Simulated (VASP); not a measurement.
## NaCl in VASP 6.6.1, single-point calculation

INCAR

```
NSW = 0
ISIF = 2
NELM = 90
ENCUT = 520
NBANDS = 14
PREC = Accurate
LASPH = .TRUE.
NELECT = 14.5
LCHARG = .FALSE.
ISMEAR = -1
EDIFF = 1E-7
LWAVE = .FALSE.
LREAL = .FALSE.
IBRION = -1
SIGMA = 0.02
GGA = PE
```

KPOINTS

```
KPOINTS created by Atomic Simulation Environment
0
Gamma
8 8 8
0 0 0
```

POSCAR

```
Na Cl
 1.0000000000000000
     0.0000000000000000    2.7186178606000002    2.7186178606000002
     2.7186178606000002    0.0000000000000000    2.7186178606000002
     2.7186178606000002    2.7186178606000002    0.0000000000000000
 Na  Cl
   1   1
Cartesian
  0.0000000000000000  0.0000000000000000  0.0000000000000000
  2.7186178606000002  2.7186178606000002  2.7186178606000002
```

The recommended PBE PAW datasets give the neutral cell 14 valence electrons.

Command

```
mpirun -np 1 vasp_std
```

OSZICAR

```
N       E                     dE             d eps       ncg     rms          rms(c)
DAV:   1     0.104621358984E+03    0.10462E+03   -0.72235E+03   820   0.107E+03
DAV:   2     0.411361401410E+01   -0.10051E+03   -0.93274E+02   896   0.281E+02
DAV:   3    -0.338725482576E+01   -0.75009E+01   -0.74339E+01  1040   0.714E+01
DAV:   4    -0.350406879035E+01   -0.11681E+00   -0.11676E+00   956   0.956E+00
DAV:   5    -0.350663301279E+01   -0.25642E-02   -0.25641E-02  1044   0.143E+00    0.152E+01
DAV:   6    -0.325517021727E+01    0.25146E+00   -0.54583E-01   962   0.397E+00    0.801E+00
DAV:   7    -0.323724665753E+01    0.17924E-01   -0.65685E-02  1102   0.178E+00    0.213E+00
DAV:   8    -0.323540792114E+01    0.18387E-02   -0.26024E-03   974   0.519E-01    0.156E-01
DAV:   9    -0.323533656058E+01    0.71361E-04   -0.43940E-04   992   0.128E-01    0.372E-02
DAV:  10    -0.323533726913E+01   -0.70855E-06   -0.54520E-05  1096   0.852E-02    0.259E-02
DAV:  11    -0.323533722709E+01    0.42032E-07   -0.23170E-06  1028   0.182E-02    0.288E-03
DAV:  12    -0.323533683334E+01    0.39376E-06   -0.72125E-07   998   0.612E-03    0.260E-03
DAV:  13    -0.323533689470E+01   -0.61368E-07   -0.20662E-08   640   0.135E-03
   1 F= -.32353369E+01 E0= -.32342404E+01  d E =-.219307E-02
```

Standard output (part)

```
POSCAR found type information on POSCAR NaCl
 POSCAR found :  2 types and       2 ions
 LDA part: xc-table for (Slater+PW92), standard interpolation
 POSCAR, INCAR and KPOINTS ok, starting setup
 WAVECAR not read
 entering main loop
 the old and the new charge density differ
    0.152E+01
```

From OUTCAR

```
k-points           NKPTS =     29   k-points in BZ     NKDIM =     29   number of bands    NBANDS=     14

   NELECT =      14.5000    total number of electrons

   dimension x,y,z NGX =    30 NGY =   30 NGZ =   30
   dimension x,y,z NGXF=    60 NGYF=   60 NGZF=   60

  energy-cutoff  :      520.00
  volume of cell :       40.19
      direct lattice vectors                 reciprocal lattice vectors
     0.000000000  2.718617861  2.718617861    -0.183916985  0.183916985  0.183916985
     2.718617861  0.000000000  2.718617861     0.183916985 -0.183916985  0.183916985
     2.718617861  2.718617861  0.000000000     0.183916985  0.183916985 -0.183916985

 k-points in reciprocal lattice and weights: KPOINTS created by Atomic Simulation Env
   0.00000000  0.00000000  0.00000000       0.002
   0.12500000  0.00000000  0.00000000       0.016
   0.25000000  0.00000000  0.00000000       0.016
   0.37500000  0.00000000  0.00000000       0.016
   0.50000000  0.00000000  0.00000000       0.008
   0.12500000  0.12500000  0.00000000       0.012
   0.25000000  0.12500000  0.00000000       0.047
   0.37500000  0.12500000  0.00000000       0.047
   ...

 E-fermi :   7.1985

 k-point     1 :       0.0000    0.0000    0.0000
  band No.  band energies     occupation
      1     -20.8004      2.00000
      2     -20.8004      2.00000
      3     -20.8004      2.00000
      4     -13.1590      2.00000
      5      -0.1996      2.00000
      6      -0.1996      2.00000
      7      -0.1996      2.00000
      8       4.9020      2.00000
      9      10.7042      0.00000
     10      10.7042      0.00000
     11      10.7042      0.00000
     12      13.1599      0.00000
     13      13.1599      0.00000
     14      14.3404      0.00000

 k-point     2 :       0.1250    0.0000    0.0000
  band No.  band energies     occupation
      1     -20.8081      2.00000
      2     -20.8009      2.00000
      3     -20.8009      2.00000
      4     -13.0918      2.00000
      5      -0.6713      2.00000
      6      -0.2537      2.00000
      7      -0.2537      2.00000
      8       5.4667      2.00000
      9      10.1060      0.00000
     10      10.9308      0.00000
     11      10.9308      0.00000
     12      12.9163      0.00000
     13      12.9163      0.00000
     14      15.4789      0.00000

 k-point     3 :       0.2500    0.0000    0.0000
  band No.  band energies     occupation
      1     -20.8265      2.00000
      2     -20.8022      2.00000
      3     -20.8022      2.00000
      4     -12.9237      2.00000
      5      -1.5805      2.00000
      6      -0.3793      2.00000
      7      -0.3793      2.00000
      8       6.4336      2.00000
      9       9.6753      0.00000
     10      11.1236      0.00000
     11      11.1236      0.00000
     12      13.1365      0.00000
     13      13.1365      0.00000
     14      15.8327      0.00000

 k-point     4 :       0.3750    0.0000    0.0000
  band No.  band energies     occupation
      1     -20.8445      2.00000
      2     -20.8034      2.00000
      3     -20.8034      2.00000
      4     -12.7460      2.00000
      5      -2.3255      2.00000
      6      -0.4982      2.00000
      7      -0.4982      2.00000
      8       6.7797      2.00000
      9      10.3515      0.00000
     10      10.8897      0.00000
     11      10.8897      0.00000
     12      14.5899      0.00000
     13      14.5899      0.00000
     14      15.2526      0.00000

 ...

  Total        6.7162582      6.7162582      6.7162582     -0.0000000     -0.0000000      0.0000000
  in kB      267.7709592    267.7709592    267.7709592     -0.0000000     -0.0000000      0.0000000
  external PRESSURE =     267.7709592 kB  Pullay stress =       0.0000000 kB

 POSITION                                       TOTAL-FORCE (eV/Angst)
 -----------------------------------------------------------------------------------
      0.00000      0.00000      0.00000        -0.000000      0.000000      0.000000
      2.71862      2.71862      2.71862         0.000000     -0.000000     -0.000000
 -----------------------------------------------------------------------------------
    total drift:                               -0.000000      0.000000      0.000000

  FREE ENERGIE OF THE ION-ELECTRON SYSTEM (eV)
  ---------------------------------------------------
  free  energy   TOTEN  =        -3.2353368947 eV

  energy  without entropy=       -3.2331438255  energy(sigma->0) =       -3.23424036
```

It converged. Results: pressure 26.8 GPa.

The cell is charged and sits in a uniform background.

For comparison, a separate PBE run of the intended cell, on usual settings and not on those above, gives a gap of 5.57 eV on its mesh and a pressure of 4.5 GPa.

The run above took about 15 s on one core of a shared host (Intel Xeon Platinum 8488C) and held 0.16 GiB at most.
